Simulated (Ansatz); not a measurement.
# HfN in Ansatz: the effect of functional

Crystal: HfN.

```xyz
2
Lattice="0.0000 2.4383 2.4383 2.4383 0.0000 2.4383 2.4383 2.4383 0.0000" Properties=species:S:1:pos:R:3 pbc="T T T"
Hf    0.0000    0.0000    0.0000
N     1.2192    1.2192    1.2192
```

The cell comes from a database or a generator and needn't be the stable form of this composition.

The cell isn't the ideal one: volume scaled by 0.98.

Alike in all runs:

```yaml
Program: Ansatz 0.2.0
Task: single point
Potentials_or_basis: Ansatz PAW
k_mesh: 9 × 9 × 9
Occupations: fermi-dirac, width 0.05 eV
Spin: no spin polarisation
```

```tsv
functional	cutoff	pressure (GPa)
LDA	420 eV (not typed: the program's choice for these potentials)	?
PBEsol	420 eV (not typed: the program's choice for these potentials)	-1.2
r2SCAN	500 eV (not typed: the program's choice for these potentials)	1.8
```

What does the run with functional LDA give?

Pressure -6.0 GPa.

Caveats: the PAW data sets come from PBE, with cores solved anew for the run's functional, which leaves a small shift of forces and pressure.
